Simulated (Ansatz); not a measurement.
**Rutile SnO2, size series (216 atoms) under strain**

Aim: relax rutile SnO2, size series (216 atoms), then change its volume and shape to read moduli from the stress.

Calculated with Ansatz 0.2.0; Kohn-Sham DFT, revPBE, PAW (set soft_2), plane waves.

**1. Starting point**

The cell holds 216 atoms: 72 Sn and 144 O. Cell: a = 14.211 Å, b = 14.211 Å, c = 12.744 Å, α = 90.0°, β = 90.0°, γ = 90.0°. It derives from SnO2 (rutile), repeated 3×3×4. Rutile SnO2 (cell 4.737, 4.737, 3.186, 90, 90, 90), 3 x 3 x 4 conventional cells; ideal positions.

What the set-up can't give: Sampling is at Γ alone.

**2. Single point at the start**

A single point comes first, to see the forces before anything moves.

The input, input.yaml:

```yaml
crystal:
  lattice:
    - [14.211, 0.0, 0.0]
    - [0.0, 14.211, 0.0]
    - [0.0, 0.0, 12.744]
  atoms:
    - { symbol: Sn, position: [0.0, 0.0, 0.0] }
    - { symbol: Sn, position: [0.16667, 0.16667, 0.125] }
    - { symbol: O, position: [0.10233, 0.10233, 0.0] }
    - { symbol: O, position: [0.231, 0.231, 0.0] }
    - { symbol: O, position: [0.06433, 0.269, 0.125] }
    - { symbol: O, position: [0.269, 0.06433, 0.125] }
    - { symbol: Sn, position: [0.0, 0.0, 0.25] }
    - { symbol: Sn, position: [0.16667, 0.16667, 0.375] }
    - { symbol: O, position: [0.10233, 0.10233, 0.25] }
    - { symbol: O, position: [0.231, 0.231, 0.25] }
    - { symbol: O, position: [0.06433, 0.269, 0.375] }
    - { symbol: O, position: [0.269, 0.06433, 0.375] }
    - { symbol: Sn, position: [0.0, 0.0, 0.5] }
    - { symbol: Sn, position: [0.16667, 0.16667, 0.625] }
    - { symbol: O, position: [0.10233, 0.10233, 0.5] }
    - { symbol: O, position: [0.231, 0.231, 0.5] }
    - { symbol: O, position: [0.06433, 0.269, 0.625] }
    - { symbol: O, position: [0.269, 0.06433, 0.625] }
    - { symbol: Sn, position: [0.0, 0.0, 0.75] }
    - { symbol: Sn, position: [0.16667, 0.16667, 0.875] }
    - { symbol: O, position: [0.10233, 0.10233, 0.75] }
    - { symbol: O, position: [0.231, 0.231, 0.75] }
    - { symbol: O, position: [0.06433, 0.269, 0.875] }
    - { symbol: O, position: [0.269, 0.06433, 0.875] }
    - { symbol: Sn, position: [0.0, 0.33333, 0.0] }
    - { symbol: Sn, position: [0.16667, 0.5, 0.125] }
    - { symbol: O, position: [0.10233, 0.43567, 0.0] }
    - { symbol: O, position: [0.231, 0.56433, 0.0] }
    - { symbol: O, position: [0.06433, 0.60233, 0.125] }
    - { symbol: O, position: [0.269, 0.39767, 0.125] }
    - { symbol: Sn, position: [0.0, 0.33333, 0.25] }
    - { symbol: Sn, position: [0.16667, 0.5, 0.375] }
    [... 178 atom lines left out ...]
    - { symbol: Sn, position: [0.66667, 0.66667, 0.75] }
    - { symbol: Sn, position: [0.83333, 0.83333, 0.875] }
    - { symbol: O, position: [0.769, 0.769, 0.75] }
    - { symbol: O, position: [0.89767, 0.89767, 0.75] }
    - { symbol: O, position: [0.731, 0.93567, 0.875] }
    - { symbol: O, position: [0.93567, 0.731, 0.875] }
kpoints:
  mp_grid: { grid: [1, 1, 1] }
hamiltonian:
  xc: revpbe
scf:
  occupations: { method: gaussian, width: 0.05 }
output:
  forces: true
```

On the command line:

```
> ansatz run input.yaml --threads 8 --pin off --max-ram 15872MiB --backend cpu --events-out ev --progress --plain --runs-dir out
```

Output:

```text
Warning: the atoms were moved onto the symmetric positions of the space group found under crystal.symmetry.tolerance 1.0e-5 (fractional; no operation is sought that the atoms, as they stand in a round, miss by more than twice it, and no atom is moved by as much as it), and the run uses the moved positions. [...]
[...]
Pseudopotentials: kind: paw
Pseudopotential: Sn, paw, valence charge 14, recommended cutoff 420 eV (normal), Sn.paw.azcp
Pseudopotential: O, paw, valence charge 6, recommended cutoff 420 eV (normal), O.paw.azcp
[... 5 lines on functional and potentials left out ...]
Crystal: 216 atoms, lattice volume = 2573.683 Å³
Basis set: ecut = 420 eV, 50215 PW (Γ), exchange–correlation on 192×192×180 points (8 copies of the dense FFT grid, shifted against one another)
Bands: 1152, of which v1, the nominal top of the filled ones, is band 936 counted from 1 (935 counted from 0)
Symmetry: 576 space group operations
Space group: P42/mnm (ITA 136), of the structure as read, at distance tolerance 1.4e-4 Å
k-points: 1
[... 7 lines on functional and potentials left out ...]
Initial density: superposition of atomic densities (neutral atoms: chi_scale 0, normalization atom), corrected by the library's trained network
Initial wavefunctions: pseudopotential atomic-orbital guess
[...]
SCF iter   1: F=—  HF=-516055.820182 eV  |F-HF|=—  |Δ(HF+E_count)|=         —  Δρ=3.38e-3  dr2=2.07e-1  ethr=1.77e-3  ⟨swp⟩=5.0  Hψ=4213  notcnv=0  defer=92
preconditioner: auto → Resta (q_TF=auto, 2.587 Å⁻¹)  ε∞=3.5  [insulator: Δε(μ)=1.370 eV  Ē_g=19.879 eV  σ=0.050 eV  W_gap=1.00  n_scr=750 (ndim 8)  ℏωp=31.7 eV  f_vac=0.027  D(μ)=0.00/eV (n_scr^D=0)  ε∞_Penn≈3.5]
SCF iter   2: F=—  HF=-516055.799861 eV  |F-HF|=—  |Δ(HF+E_count)|=   2.03e-2  Δρ=1.53e-3  dr2=2.91e-2  ethr=1.11e-5  ⟨swp⟩=2.0  Hψ=2253  notcnv=0  defer=211
SCF iter   3: F=—  HF=-516055.811630 eV  |F-HF|=—  |Δ(HF+E_count)|=   1.18e-2  Δρ=4.74e-4  dr2=4.50e-3  ethr=1.55e-6  ⟨swp⟩=2.0  Hψ=1728  notcnv=0  defer=144
automatic band count: iteration 3 solves 1085 bands in place of 1152: the levels show a gap, and the empty bands left out lie too high to hold charge; the band table lists the bands solved (type scf.n_extra_bands for more)
SCF iter   4: F=—  HF=-516055.813763 eV  |F-HF|=—  |Δ(HF+E_count)|=   2.13e-3  Δρ=1.09e-4  dr2=2.58e-4  ethr=2.41e-7  ⟨swp⟩=2.0  Hψ=1512  notcnv=0  defer=144
SCF iter   5: F=—  HF=-516055.812837 eV  |F-HF|=—  |Δ(HF+E_count)|=   9.26e-4  Δρ=3.97e-5  dr2=4.51e-5  ethr=1.38e-8  ⟨swp⟩=2.0  Hψ=1511  notcnv=0  defer=144
SCF iter   6: F=—  HF=-516055.813350 eV  |F-HF|=—  |Δ(HF+E_count)|=   5.13e-4  Δρ=6.53e-6  dr2=8.28e-7  ethr=2.41e-9  ⟨swp⟩=2.0  Hψ=1517  notcnv=0  defer=144
SCF iter   7: F=-516055.813352 eV  HF=-516055.813352 eV  |F-HF|=3.17e-8  |Δ(HF+E_count)|=   1.36e-6  Δρ=1.31e-6  dr2=3.39e-8  ethr=5.34e-12  ⟨swp⟩=4.0  Hψ=3393  notcnv=0
SCF 1 converged in 7 iterations: F = -516055.813352 eV  dr2 = 3.39e-8
[...]
SCF converged after 7 iterations
Free energy (F): -516055.813352 eV
Harris-Foulkes:  -516055.813352 eV  (|F-HF|=3.17e-8)
Internal energy: -516055.813352 eV  (E = F + TS)
E sigma→0 (E₀):  -516055.813352 eV
Fermi energy:    10.319253 eV
--- Per-component energies (eV) ---
[...]
Σ components = -516055.813352   (vs F -516055.813352, Δ=0.00e0)
--- Forces (eV/Å), atoms counted from 1 ---
  atom   1  Sn    -0.00000000    -0.00000000    -0.00000000
  atom   2  Sn     0.00000000     0.00000000     0.00000000
  atom   3  O     -0.20121115    -0.20121115     0.00000000
  atom   4  O      0.20121115     0.20121115    -0.00000000
[...]
atom 216  O     -0.20121115     0.20121115    -0.00000000
  max |Σ_I F_I| component: 2.69e-15 eV/Å
```

Wall time 44 s (8 threads of Arm Neoverse V2, shared host); peak memory 6.1 GiB; 5.6 min of CPU time.

The column dr2 measures how far the density is from self-consistency, as an energy; F and HF (Harris–Foulkes) agree once it is small.

The program notes that positions were snapped to a detected symmetry.

The r.m.s. force at the start is 0.13 eV/Å.

**3. Cell and atoms relaxed**

Cell and atoms are freed together, to release stress as well as forces.

The input, input.yaml:

```yaml
crystal:
  lattice:
    - [14.211, 0.0, 0.0]
    - [0.0, 14.211, 0.0]
    - [0.0, 0.0, 12.744]
  atoms:
    [... the 216 atom lines of step 2 ...]
kpoints:
  mp_grid: { grid: [1, 1, 1] }
hamiltonian:
  xc: revpbe
scf:
  occupations: { method: gaussian, width: 0.05 }
output:
  forces: true
relax:
  f_tol: 0.05
  max_steps: 150
  cell: {}
```

Output:

```text
[...]
Crystal: 216 atoms, lattice volume = 2573.683 Å³
Basis set: ecut = 420 eV, 50215 PW (Γ), exchange–correlation on 192×192×180 points (8 copies of the dense FFT grid, shifted against one another)
Bands: 1152, of which v1, the nominal top of the filled ones, is band 936 counted from 1 (935 counted from 0)
Symmetry: 576 space group operations
[...]
k-points: 1
[...]
SCF iter   1: F=—  HF=-516055.820192 eV  |F-HF|=—  |Δ(HF+E_count)|=         —  Δρ=3.38e-3  dr2=2.07e-1  ethr=1.77e-3  ⟨swp⟩=5.0  Hψ=4213  notcnv=0  defer=92
[...]
SCF iter   6: F=—  HF=-516055.813350 eV  |F-HF|=—  |Δ(HF+E_count)|=   4.23e-4  Δρ=6.51e-6  dr2=8.35e-7  ethr=2.41e-9  ⟨swp⟩=2.0  Hψ=1517  notcnv=0  defer=211
SCF iter   7: F=-516055.813352 eV  HF=-516055.813352 eV  |F-HF|=3.30e-8  |Δ(HF+E_count)|=   1.36e-6  Δρ=1.29e-6  dr2=3.19e-8  ethr=5.34e-12  ⟨swp⟩=4.0  Hψ=3460  notcnv=0
SCF 1 converged in 7 iterations: F = -516055.813352 eV  dr2 = 3.19e-8
[...]
relax step   1: F+E_penalty+E_count = -516055.81335183 eV  Δ(F+E_penalty+E_count) = +0.000e0 eV  max|allowed force component| = 2.012e-1 eV/Å  Δτ_max = 0.0000 Å  P = +14.238 GPa  Ω = 2573.683 Å³  (7 SCF iters, dr2 threshold 1.00e-7 eV, accepted)
[...]
relax step   2: F+E_penalty+E_count = -516062.30005263 eV  Δ(F+E_penalty+E_count) = -6.487e0 eV  max|allowed force component| = 6.239e-2 eV/Å  Δτ_max = 0.0067 Å  P = +0.120 GPa  Ω = 2749.140 Å³  energy of the carried Pulay correction = -8.414e-1 eV  (7 SCF iters, dr2 threshold 2.16e-5 eV, accepted)
[...]
relax step   3: F+E_penalty+E_count = -516062.27612630 eV  Δ(F+E_penalty+E_count) = +2.393e-2 eV  max|allowed force component| = 4.902e-2 eV/Å  Δτ_max = 0.0089 Å  P = -0.140 GPa  Ω = 2751.249 Å³  energy of the carried Pulay correction = -8.512e-1 eV  (6 SCF iters, dr2 threshold 1.12e-6 eV, rejected (line search))
[...]
relax step   4: F+E_penalty+E_count = -516062.34546161 eV  Δ(F+E_penalty+E_count) = -4.541e-2 eV  max|allowed force component| = 9.017e-4 eV/Å  Δτ_max = 0.0048 Å  P = +0.010 GPa  Ω = 2750.621 Å³  energy of the carried Pulay correction = -8.483e-1 eV  (8 SCF iters, accepted)
relax step   5: F+E_penalty+E_count = -516063.55963380 eV  Δ(F+E_penalty+E_count) = -1.214e0 eV  max|allowed force component| = 1.970e-3 eV/Å  Δτ_max = 0.0000 Å  P = +0.635 GPa  Ω = 2750.621 Å³  stress off target by 6.86e-1 GPa  SCF on the basis re-selected at this cell (its energy is not comparable with the rows above)  (7 SCF iters)
[...]
relax step   6: F+E_penalty+E_count = -516063.53304292 eV  Δ(F+E_penalty+E_count) = +2.659e-2 eV  max|allowed force component| = 2.095e-3 eV/Å  Δτ_max = 0.0006 Å  P = +0.013 GPa  Ω = 2761.480 Å³  energy of the carried Pulay correction = -5.050e-2 eV  (5 SCF iters, dr2 threshold 1.18e-6 eV, accepted)
relax step   7: F+E_penalty+E_count = -516063.58953985 eV  Δ(F+E_penalty+E_count) = -5.650e-2 eV  max|allowed force component| = 2.161e-3 eV/Å  Δτ_max = 0.0000 Å  P = +0.027 GPa  Ω = 2761.480 Å³  stress off target by 5.16e-2 GPa  SCF on the basis re-selected at this cell (its energy is not comparable with the rows above)  (5 SCF iters)
[...]
relax step   8: F+E_penalty+E_count = -516063.58616903 eV  Δ(F+E_penalty+E_count) = +3.371e-3 eV  max|allowed force component| = 1.867e-5 eV/Å  Δτ_max = 0.0002 Å  P = +0.000 GPa  Ω = 2762.250 Å³  energy of the carried Pulay correction = -3.655e-3 eV  (6 SCF iters, dr2 threshold 6.66e-9 eV, accepted)
[...]
relax step   9: F+E_penalty+E_count = -516063.58852591 eV  Δ(F+E_penalty+E_count) = -2.357e-3 eV  max|allowed force component| = 2.070e-5 eV/Å  Δτ_max = 0.0000 Å  P = +0.000 GPa  Ω = 2762.250 Å³  stress off target by 2.06e-3 GPa  SCF on the basis re-selected at this cell (its energy is not comparable with the rows above)  (3 SCF iters)
[...]
SCF converged after 3 iterations
Free energy (F): -516063.588526 eV
[...]
Internal energy: -516063.588526 eV  (E = F + TS)
E sigma→0 (E₀):  -516063.588526 eV
Fermi energy:    8.908775 eV
[...]
Σ components = -516063.588526   (vs F -516063.588526, Δ=0.00e0)
--- Forces (eV/Å), atoms counted from 1 ---
  atom   1  Sn    -0.00000000    -0.00000000    -0.00000000
  atom   2  Sn    -0.00000000     0.00000000     0.00000000
  atom   3  O     -0.00002070    -0.00002070     0.00000000
  atom   4  O      0.00002070     0.00002070    -0.00000000
[...]
atom 216  O     -0.00002070     0.00002070    -0.00000000
  max |Σ_I F_I| component: 3.47e-18 eV/Å
--- Stress (GPa, compression-positive) ---
        0.001495      -0.000000      -0.000000
       -0.000000       0.001495       0.000000
       -0.000000       0.000000      -0.002065
  P = ⅓ Tr σ = 0.0003 GPa (0.003 kbar)
--- Relaxed structure (6 steps of the walk, 5 accepted, 3 SCFs on fresh bases) ---
  F+E_penalty+E_count = -516063.58852591 eV   max|allowed force component| = 2.070e-5 eV/Å   (the final SCF, on the basis selected at the relaxed cell)
  cell:  # Å, volume = 2762.2501 Å³
    - [14.581487, 0, 0]
    - [0, 14.581487, 0]
    - [0, 0, 12.991502]
  atoms:
    - { symbol: Sn, position: [-7.338272e-19, 0, 0] }
    - { symbol: Sn, position: [0.166667, 0.166667, 0.125000] }
    - { symbol: O, position: [0.102278, 0.102278, 0] }
    - { symbol: O, position: [0.231055, 0.231055, 0] }
[...]
- { symbol: O, position: [0.935611, 0.731055, 0.875000] }
```

Run time: 7.7 min. Hardware: 8 threads; peak memory 6.5 GiB.

The relaxation converged after 6 steps, with a largest force component of 2.1e-5 eV/Å.

(Part 1 of 2 ends here.)

[Long decimals in the printed logs are rounded to 6 places.]

[Logs are printed without paths, hosts, clocks, repeated set-up lines and the standing remarks that a program may print on its own settings, such as how far it seeks lower states.]

[Hosts, paths, dates, database ids (printed as entryN), source tags and the programs' standing remarks are cut or masked in the printed files.]
